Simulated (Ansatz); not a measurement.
# Si7AuO16: the cost of one run

Computed with Ansatz 0.2.0 (DFT, PBE, plane-wave PAW, default files, scalar-relativistic, as far as a step names no other, unless a step's input says otherwise).

**1. The starting structure**

Symmetry: C2, No. 5, monoclinic system. The conventional cell has a = 14.691 Å, b = 6.976 Å, c = 6.976 Å, α = 90.00°, β = 118.35°, γ = 90.00°. Au (site symmetry 2) is surrounded by 4 O at 1.62 Å. Si (site symmetry 2) has 4 O at 1.62 Å as nearest neighbours. Around Si (site symmetry 1) lie 4 O at 1.62 Å. O (site symmetry 1) is surrounded by 2 Si at 1.62 Å. Only part of the 13 independent sites is listed.

Structure file:

```xyz
24
Lattice="0.0000 4.9329 6.4645 4.9329 0.0000 6.4645 4.9329 4.9329 0.0000" Properties=species:S:1:pos:R:3 pbc="T T T"
Au    4.0337    4.0337    3.2323
Si    4.0337    4.0337    9.6967
Si    3.3657    6.5001    8.0806
Si    8.2986    6.5001    8.0806
Si    0.8992    0.8992    0.0000
Si    5.8321    5.8321    6.4645
Si    1.5672    3.3657    4.8484
Si    6.5001    3.3657    4.8484
O     6.2566    6.7313    5.1841
O     6.2566    6.7313   11.6486
O     5.6010    3.7901   10.0325
O     5.6010    3.7901    3.5680
O     3.6092    3.1345    1.9518
O     3.6092    3.1345    8.4163
O     4.2648    6.0757    6.8002
O     4.2648    1.1428    6.8002
O     3.7901    5.6010    9.3610
O     3.7901    5.6010    2.8965
O     3.1345    3.6092    4.5127
O     8.0674    8.5421   10.9772
O     1.1428    4.2648    6.1288
O     6.0757    4.2648    6.1288
O     1.7984    1.3237    1.2804
O     6.7313    6.2566    7.7449
```

Atom 1 of the input is the impurity.

**2. Single point at the given positions**

Input file input.yaml:

```yaml
crystal:
  lattice:
    - [0.0, 4.9329, 6.4645]
    - [4.9329, 0.0, 6.4645]
    - [4.9329, 4.9329, 0.0]
  atoms:
    - { symbol: Au, position: [0.25, 0.25, 0.567705] }
    - { symbol: Si, position: [0.75, 0.75, 0.067705] }
    - { symbol: Si, position: [0.942705, 0.307295, 0.375] }
    - { symbol: Si, position: [0.442705, 0.807295, 0.875] }
    - { symbol: Si, position: [0.0, 0.0, 0.182295] }
    - { symbol: Si, position: [0.5, 0.5, 0.682295] }
    - { symbol: Si, position: [0.557295, 0.192705, 0.125] }
    - { symbol: Si, position: [0.057295, 0.692705, 0.625] }
    - { symbol: O, position: [0.44908, 0.35285, 0.91549] }
    - { symbol: O, position: [0.94908, 0.85285, 0.41549] }
    - { symbol: O, position: [0.59242, 0.95951, 0.17592] }
    - { symbol: O, position: [0.09242, 0.45951, 0.67592] }
    - { symbol: O, position: [0.10285, 0.19908, 0.53258] }
    - { symbol: O, position: [0.60285, 0.69908, 0.03258] }
    - { symbol: O, position: [0.70951, 0.34242, 0.52215] }
    - { symbol: O, position: [0.20951, 0.84242, 0.02215] }
    - { symbol: O, position: [0.90758, 0.54049, 0.22785] }
    - { symbol: O, position: [0.40758, 0.04049, 0.72785] }
    - { symbol: O, position: [0.39715, 0.30092, 0.33451] }
    - { symbol: O, position: [0.89715, 0.80092, 0.83451] }
    - { symbol: O, position: [0.79049, 0.15758, 0.07408] }
    - { symbol: O, position: [0.29049, 0.65758, 0.57408] }
    - { symbol: O, position: [0.05092, 0.14715, 0.21742] }
    - { symbol: O, position: [0.55092, 0.64715, 0.71742] }
total_charge: -1
kpoints:
  mp_grid: { grid: [3, 3, 3] }
scf:
  occupations: { method: fermi_dirac, width: 0.01 }
hamiltonian:
  xc: pbe
  pseudopotentials: { kind: paw }
output:
  forces: true
  stress: true
  populations: true
  efg:
    quadrupole_moments_barn: { Au: 0.547, O: -0.02558 }
    contact_densities: true
```

Run with:

```bash
$ ansatz run input.yaml --threads 1 --pin off --max-ram 3072MiB --backend cpu --events-out ev --progress --plain --runs-dir out
```

**Question.** How long does this run take on 1 thread of Arm Neoverse V2, shared host, and how much memory does it need?

About 90 s, with a peak of 0.66 GiB.
